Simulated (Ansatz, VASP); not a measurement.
## GaP: VASP beside Ansatz

```
Ga P
1.0
     1.78757    1.03206    6.94527
    -1.78757    1.03206    6.94527
     0.00000   -2.06411    6.94527
Ga P
2 2
Direct
  0.43537 0.43537 0.43537
  0.56463 0.56463 0.56463
  0.05739 0.05739 0.05739
  0.94261 0.94261 0.94261
```

Change from the starting cell: strain -0.080 along x and y, +0.080 along z, atoms carried along.

Alike in both runs: task single point; functional PBEsol; k mesh 9 × 9 × 9; occupations gaussian, width 0.05 eV; no spin polarisation.

|  | VASP | Ansatz |
| --- | --- | --- |
| version | VASP 6.6.1 | Ansatz 0.2.0 |
| potentials or method | VASP PAW PBE potentials, release 64 (Ga_d, P) | scalar-relativistic, plane waves, PAW |
| plane-wave cutoff (eV) | 520 | 420 |
| valence electrons in the cell | 36 | 36 |

Ansatz gave:

* gap on the k mesh at the Fermi level (eV): none
* pressure (GPa): 6.5
* largest component of the traceless stress (GPa): 18.74
* rms of the force components (eV/Å): 0.651

**Question.** What did VASP give for the same quantities?

**Answer.** gap on the k mesh at the Fermi level (eV): none; pressure (GPa): 6.3; largest component of the traceless stress (GPa): 18.75; rms of the force components (eV/Å): 0.645.

Atom by atom the forces differ by 0.007 eV/Å (rms over components). A gap of «none» marks a metal or a gap that the smearing closes. The functional is the same, so the differences come from potentials, cutoffs and numerics.

Caveats: the PAW data sets were made with another functional, which shifts forces and pressure a little (VASP).
